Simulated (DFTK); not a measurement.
# TePb (Fm-3m) in DFTK: equation of state

How stiff is TePb in PBEsol, and what volume does it want? The cell is scaled to several volumes.

All numbers are computed with DFTK 0.8.2; they aren't measurements. Logs are shortened: lines on timing, memory, paths and dates and some standing lists are left out, and cuts for length are marked.

## 1. The crystal as given

It takes space group Fm-3m (No. 225, cubic). The conventional cell has a = 6.462 Å, b = 6.462 Å, c = 6.462 Å, α = 90.00°, β = 90.00°, γ = 90.00°. Pb (site symmetry m-3m) has 6 Te at 3.23 Å as nearest neighbours. Te (site symmetry m-3m) is surrounded by 6 Pb at 3.23 Å.

## 2. Equation of state, PBEsol

Contents of run.jl:

```julia
using DFTK
using PseudoPotentialData
using Unitful, UnitfulAtomic
using LinearAlgebra, Printf
include("save.jl")
disable_threading()

# lattice vectors are the columns
lattice = austrip(1u"Å") * [           0.0          3.231          3.231;
                    3.231            0.0          3.231;
                    3.231          3.231            0.0]
symbols   = [:Pb, :Te]
positions = [[0.0, 0.0, 0.0],
             [0.5, 0.5, 0.5]]
pseudopotentials = PseudoFamily("dojo.nc.sr.pbesol.v0_4_1.standard.upf")
elements = Dict(s => ElementPsp(s, pseudopotentials) for s in unique(symbols))
atoms    = [elements[s] for s in symbols]

build_model(lattice, positions; symmetries=true) =
    model_DFT(lattice, atoms, positions;
              functionals=PBEsol(),
              temperature=austrip(0.05u"eV"),
              smearing=Smearing.FermiDirac(),
              symmetries)
Ecut  = 40.0  # hartree
kgrid = [7, 7, 7]
tol   = 1e-6
to_GPa = ustrip(uconvert(u"GPa", 1u"hartree/bohr^3"))

results["points"] = []
for scale in [0.94, 0.96, 0.98, 1.0, 1.02, 1.04, 1.06]
    println("\n=== scale = ", scale)
    model = build_model(cbrt(scale) * lattice, positions)
    basis = PlaneWaveBasis(model; Ecut, kgrid)
    t0 = time()
    scfres = self_consistent_field(basis;
                                   tol,
                                   nbandsalg=AdaptiveBands(model; n_bands_converge=20))
    seconds = time() - t0
    @printf "SCF: %d iterations, %.1f s\n" scfres.n_iter seconds
    forces = compute_forces_cart(scfres)
    stress = compute_stresses_cart(scfres)
    @printf "V = %.5f Å^3  F = %.8f Ha  max force = %.5f eV/Å  p = %.4f GPa\n" ustrip(auconvert(u"Å^3", model.unit_cell_volume)) scfres.energies.total ustrip(auconvert(u"eV/Å", maximum(norm, forces))) (-tr(stress) / 3 * to_GPa)
    push!(results["points"], save_scf!(scfres; forces, stress, d=Dict{String,Any}("seconds" => seconds, "n_matvec" => get(scfres, :n_matvec, 0))))
end

# third-order Birch-Murnaghan fit in x = V^(-2/3)
V = [0.94, 0.96, 0.98, 1.0, 1.02, 1.04, 1.06] * abs(det(lattice))
E = [p["total"] for p in results["points"]]
x = V .^ (-2 / 3)
c = [x .^ 0 x x .^ 2 x .^ 3] \ E
Δ = c[3]^2 - 3c[2] * c[4]
if Δ > 0
    x0 = (-c[3] + sqrt(Δ)) / 3c[4]
    B0 = 4 / 9 * x0^(7 / 2) * (2c[3] + 6c[4] * x0)
    @printf "V0 = %.4f Å^3  B0 = %.2f GPa\n" ustrip(auconvert(u"Å^3", x0^(-3 / 2))) B0 * to_GPa
end
```

Potentials or basis: dojo.nc.sr.pbesol.v0_4_1.standard.upf (PBEsol).

The run is started by

```
$ julia --threads=1 run.jl  # save.jl only writes the numbers to a file and isn't shown; printed stress counts tension as positive; times include loading and compiling
```

Log:

```text
=== scale = 0.94
n     Energy            log10(ΔE)   log10(Δρ)   Diag   Δtime
---   ---------------   ---------   ---------   ----   ------
  1   -174.9701384775                   -1.25    5.3    9.91s
  2   -174.9741812642       -2.39       -1.73    1.0    4.19s
  3   -174.9747481031       -3.25       -2.11    2.5    4.92s
  4   -174.9747719133       -4.62       -2.77    1.6    4.67s
  5   -174.9747763744       -5.35       -3.21    2.6    5.14s
  6   -174.9747765840       -6.68       -4.09    1.8    4.03s
  7   -174.9747766058       -7.66       -4.80    3.0    5.94s
  8   -174.9747766062       -9.42       -5.16    2.6    4.97s
  9   -174.9747766062      -10.35       -5.77    2.1    4.49s
 10   -174.9747766062      -11.98       -5.94    2.1    5.72s
[... 52 further cycles ...]
  1   -174.9671383288                   -1.22    5.1    9.49s
  2   -174.9734423867       -2.20       -1.67    1.0    3.93s
  3   -174.9742913082       -3.07       -2.07    2.5    5.46s
  4   -174.9743519619       -4.22       -2.92    2.0    4.69s
  5   -174.9743545586       -5.59       -3.16    2.8    5.94s
  6   -174.9743547212       -6.79       -4.10    1.2    3.90s
  7   -174.9743547316       -7.98       -4.74    3.5    5.41s
  8   -174.9743547319       -9.50       -5.36    2.2    6.10s
  9   -174.9743547319      -10.88       -5.80    2.4    4.80s
 10   -174.9743547319      -11.70       -6.12    1.6    4.72s
SCF: 10 iterations, 55.0 s
V = 71.50670 Å^3  F = -174.97435473 Ha  max force = 0.00000 eV/Å  p = -2.5892 GPa
V0 = 66.8910 Å^3  B0 = 44.90 GPa
```

Wall time 14 min (1 thread of Intel Xeon 6975P-C (Granite Rapids), shared host); peak memory 2.1 GiB.

Results:

- Equilibrium volume: 33.45 Å³/atom
- Bulk modulus: 45 GPa
- Pressure derivative of the bulk modulus: 4.5

Energy against volume, from the lowest point:
```
volume (Å³/atom)  energy (meV/atom)
          31.706              13.66
          32.380               4.71
          33.055               0.32
          33.730               0.00
          34.404               3.32
          35.079               9.90
          35.753              19.40
```

 The run has no spin-orbit coupling, so splittings on Pb, Te are missing.

## 3. Single point, PBEsol, 31.71 Å³/atom (volume scaled by 0.94)

run.jl is that of step 2.

Potentials or basis: dojo.nc.sr.pbesol.v0_4_1.standard.upf (PBEsol).

The run is started by

```
$ julia --threads=1 run.jl  # one pass of the loop, scale = 0.94; save.jl only writes the numbers to a file and isn't shown; printed stress counts tension as positive; times include loading and compiling
```

It took 58 s on 1 thread of Intel Xeon 6975P-C (Granite Rapids), shared host.

It converged, with:

- Free energy: -4761.3062 eV
- Pressure: 2.7 GPa

## 4. Single point, PBEsol, 32.38 Å³/atom (volume scaled by 0.96)

run.jl is that of step 3.

The run is started by

```
$ julia --threads=1 run.jl  # one pass of the loop, scale = 0.96; save.jl only writes the numbers to a file and isn't shown; printed stress counts tension as positive; times include loading and compiling
```

It took 57 s on 1 thread of Intel Xeon 6975P-C (Granite Rapids), shared host.

Results (log left out):

| Item | Value |
| --- | --- |
| Free energy | -4761.3241 eV |
| Pressure | 1.5 GPa |

## 5. Single point, PBEsol, 33.05 Å³/atom (volume scaled by 0.98)

run.jl is that of step 4.

The run is started by

```
$ julia --threads=1 run.jl  # one pass of the loop, scale = 0.98; save.jl only writes the numbers to a file and isn't shown; printed stress counts tension as positive; times include loading and compiling
```

Run time: 53 s. Hardware: 1 thread of Intel Xeon 6975P-C (Granite Rapids), shared host.

Results (log left out):

```
Free energy : -4761.3329 eV
Pressure    : 0.5 GPa
```

## 6. Single point, PBEsol, 33.73 Å³/atom

run.jl is that of step 5.

Potentials or basis: dojo.nc.sr.pbesol.v0_4_1.standard.upf (PBEsol).

The run is started by

```
$ julia --threads=1 run.jl  # one pass of the loop, scale = 1.0; save.jl only writes the numbers to a file and isn't shown; printed stress counts tension as positive; times include loading and compiling
```

Run time: 54 s. Hardware: 1 thread of Intel Xeon 6975P-C (Granite Rapids), shared host.

The run converged. Its results:

- Free energy: -4761.3335 eV
- Pressure: -0.4 GPa

## 7. Single point, PBEsol, 34.40 Å³/atom (volume scaled by 1.02)

run.jl is that of step 6.

The run is started by

```
$ julia --threads=1 run.jl  # one pass of the loop, scale = 1.02; save.jl only writes the numbers to a file and isn't shown; printed stress counts tension as positive; times include loading and compiling
```

It took 54 s on 1 thread of Intel Xeon 6975P-C (Granite Rapids), shared host.

Results (log left out):

```yaml
Free_energy: -4761.3269 eV
Pressure: -1.2 GPa
```

## 8. Single point, PBEsol, 35.08 Å³/atom (volume scaled by 1.04)

run.jl is that of step 7.

The run is started by

```
$ julia --threads=1 run.jl  # one pass of the loop, scale = 1.04; save.jl only writes the numbers to a file and isn't shown; printed stress counts tension as positive; times include loading and compiling
```

It took 55 s on 1 thread of Intel Xeon 6975P-C (Granite Rapids), shared host.

It converged, with:

| Quantity | Value |
| --- | --- |
| Free energy | -4761.3137 eV |
| Pressure | -1.9 GPa |

## 9. Single point, PBEsol, 35.75 Å³/atom (volume scaled by 1.06)

run.jl is that of step 8.

Potentials or basis: dojo.nc.sr.pbesol.v0_4_1.standard.upf (PBEsol).

The run is started by

```
$ julia --threads=1 run.jl  # one pass of the loop, scale = 1.06; save.jl only writes the numbers to a file and isn't shown; printed stress counts tension as positive; times include loading and compiling
```

It took 55 s on 1 thread of Intel Xeon 6975P-C (Granite Rapids), shared host.

What came out:

```yaml
Free_energy: -4761.2947 eV
Pressure: -2.6 GPa
```
